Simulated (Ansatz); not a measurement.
Runs of Ansatz 0.2.0 on TaS2. The structure is trigonal, space group P-3m1 (No. 164). The conventional cell has a = 3.350 Å, b = 3.350 Å, c = 5.860 Å, α = 90.00°, β = 90.00°, γ = 120.00°. Around Ta (site symmetry -3m) lie 6 S at 2.43 Å. S (site symmetry 3m) is surrounded by 3 Ta at 2.43 Å. 

| task | level | potentials or basis | spin | U | cell | k mesh | cutoff (eV) | smearing | driver | points for each segment of the path | hubbard projectors | double counting | optimizer | mesh quality | gap on the mesh (eV) | pressure (GPa) | relaxed volume (Å³/atom) | largest force (eV/Å) |
| --- | --- | --- | --- | --- | --- | --- | --- | --- | --- | --- | --- | --- | --- | --- | --- | --- | --- | --- |
| band structure | RPBE+U | Ansatz PAW polarizable | off | Ta d U = 1 eV | as given | 9 × 9 × 5 | 420 | fermi-dirac 0.025 eV | chain | 14 | ortho-atomic (the default) | fll (the default) | - | not flagged | none | 12.4 | - | 1.35 |
| atomic charges | PBEsol | Ansatz PAW | SOC, no magnetisation | - | volume scaled by 0.92 | 9 × 9 × 5 | 420 | fermi-dirac 0.05 eV | chain | - | - | - | - | not flagged | none | (b) | - | 2.58 |
| band structure | RPBE+U | Ansatz PAW polarizable | off | Ta d U = 1 eV | as given | 9 × 9 × 5 | 420 | fermi-dirac 0.025 eV | - | 14 | ortho-atomic (the default) | fll (the default) | - | not flagged | none | 12.4 | - | 1.35 |
| relaxation of cell and atoms | LC-wPBE | Ansatz PAW | off | - | relaxed | 5 × 5 × 3 | 420 | fermi-dirac 0.05 eV | - | - | - | - | - | coarse | none | 0.0 | 21.10 | - |
| atomic charges | LDA | JTH PAW | off | - | as given | 9 × 9 × 5 | 1290 | fermi-dirac 0.05 eV | chain | - | - | - | - | not flagged | none | 1.5 | - | (a) |
| relaxation of cell and atoms | r2SCAN+D4 | Ansatz PAW | off | - | relaxed | 7 × 7 × 4 | 500 | gaussian 0.1 eV | calculator | - | - | - | FIRE | not flagged | - | 0.0 | 19.51 | 0.02 |

Task: Fill in the values left out.

Result: (a) 0.78; (b) 19.1.

Caveats: some runs use coarse meshes; spin-orbit coupling is left out, which moves the levels of the heavy elements (some runs); this functional lacks dispersion, which binds the layers, so the pressure and a relaxed spacing across them are unreliable (some runs); U without spin polarisation on a metal has little footing (some runs); the PAW data sets come from PBE, with cores solved anew for the run's functional, which leaves a small shift of forces and pressure (some runs); the potentials were made for another functional, which shifts forces and pressure (some runs); forces of over 1 eV/Å show positions far from the minimum, so gaps and moduli don't describe the material at rest (some runs); the plane-wave basis is chosen anew once the cell has moved, so the energies of steps on either side of that aren't comparable (some runs).

A k mesh can miss the band edges, and rows without SOC leave out spin-orbit coupling on Ta.

A gap of «none» marks a metal or a gap under the smearing width.

Runs at the PBE level aren't shown here.
